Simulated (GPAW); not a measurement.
The system is CsSnI3.

```xyz
5
Lattice="6.2057 0.0000 0.0000 0.0000 6.2057 0.0000 0.0000 0.0000 6.2057" Properties=species:S:1:pos:R:3 pbc="T T T"
Cs    0.0000    0.0000    0.0000
I     3.1029    3.1029    0.0000
I     3.1029    0.0000    3.1029
I     0.0000    3.1029    3.1029
Sn    3.1029    3.1029    3.1029
```

Base run:

- Program: GPAW 26.7.0
- Functional: PBE
- Potentials or basis: GPAW PAW data sets (gpaw-data 1.2.1)
- Cutoff: 600 eV
- Basis: pw
- k mesh: 5 × 5 × 5
- Occupations: fermi-dirac, width 0.05 eV
- Spin: no spin polarisation

Its results: pressure 0.5 GPa.

Question: The run is repeated on the same cell with these changes: functional from PBE to r2SCAN. What comes out?

Answer: Pressure 0.1 GPa.

Caveats: the cell was measured hot, at 500 K; the PAW data sets were made with another functional, which shifts forces and pressure a little (some runs).
